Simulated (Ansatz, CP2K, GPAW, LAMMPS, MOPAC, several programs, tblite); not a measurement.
## What each method gives for HgTe (h-MgO type)

HgTe, h-MgO type (no longer in that coordination), relaxed with r2SCAN in Ansatz, was computed with several methods. Space group P6_3/mmc (No. 194), hexagonal; a = 4.820 Å, c = 7.196 Å in the conventional setting, 36.19 Å³ an atom. Hg has 3 Te at 2.78 Å; Te has 3 Hg at 2.78 Å. These are computed values for a spin-unpolarised cell that may be hypothetical; none is a measurement.

```xyz
4
Lattice="4.8195 0.0000 0.0000 -2.4098 4.1738 0.0000 0.0000 0.0000 7.1962" Properties=species:S:1:pos:R:3 pbc="T T T"
Hg    0.0000    2.7825    1.7991
Hg    2.4098    1.3913    5.3972
Te    2.4098    1.3913    1.7991
Te    0.0000    2.7825    5.3972
```

Gaps and times are for a single point on this cell; volume and bulk modulus come from each method's own relaxation or energy curve at fixed shape, which is too stiff where a cell has free coordinates or axes. Times are rough, from shared hosts (Arm Neoverse V1), and each method has its own mesh and cell size. A double dagger marks a value from a curve with shape and coordinates held. A star marks a curve whose lowest point is an end point. PM6 (MOPAC), PM7 (MOPAC), GFN1-xTB (tblite), GFN2-xTB (tblite) treat a cluster of cells at its zone centre, which samples few k points: where these miss a band edge, the gap comes out too large for that reason alone. Gaps from k meshes are read at a limited set of points (mesh, symmetry points, PBE's band edges), so each method's own least gap may be somewhat smaller. Force fields have no electrons; where one was fitted to this phase, its volume and modulus reflect the fit. xTB and the PM methods were fitted mostly to molecules, and can miss a solid's gap by electronvolts. Minimal bases can be far off for gaps. Curves at held shape can't give the bulk modulus of a layered or molecular crystal, so none is listed. d marks a direct gap, i an indirect one (no mark: not told apart), a dash a value that wasn't computed or didn't pass its checks.

```
                              method              kind      gap (eV)  own volume (Å³/atom)  bulk modulus (GPa)  atoms computed  processor time
            CdTeZnSeHgS0.sw (LAMMPS)       force field             –                     –                   –               4          0.11 s
                         PM6 (MOPAC)    semi-empirical          7.02                     –                   –              32          0.74 s
                         PM7 (MOPAC)    semi-empirical          6.78                33.22‡                   –              32          0.86 s
                   GFN1-xTB (tblite)     tight binding             0                     –                   –              32           1.1 s
light PBE (260 eV and a coarse mesh)  light plane-wave  overlap 0.30                     –                   –               4           2.2 s
                   GFN2-xTB (tblite)     tight binding          0.09                     –                   –              32           2.2 s
                                 PBE         semilocal  overlap 0.31                 37.58                   –               4           9.7 s
                      PBE/SZV (CP2K)       small basis  overlap 0.32               39.96*‡                   –               4            10 s
                              r2SCAN         semilocal  overlap 0.13                 36.19                   –               4            20 s
              PBE/single zeta (GPAW)       small basis  overlap 0.09                     –                   –               4            27 s
                     PBE/DZVP (CP2K)       small basis  overlap 0.23                38.34‡                   –               4            27 s
```

Volumes against r2SCAN's: PBE +3.8 %.

Relaxed on its own, the cell leaves this structure with CdTeZnSeHgS0.sw (LAMMPS), so no volume is listed.

With PBE and r2SCAN the bands overlap or touch, or nearly. Semilocal functionals can close a real gap, so this doesn't show a metal; small gaps of other methods may in turn close between the points read or with spin-orbit coupling, and the solid may be a semimetal.

Spin-orbit coupling is left out; in compounds of Pb, Bi, Tl or Hg it can lower a gap by up to about 1 eV, split its edges or invert the bands.
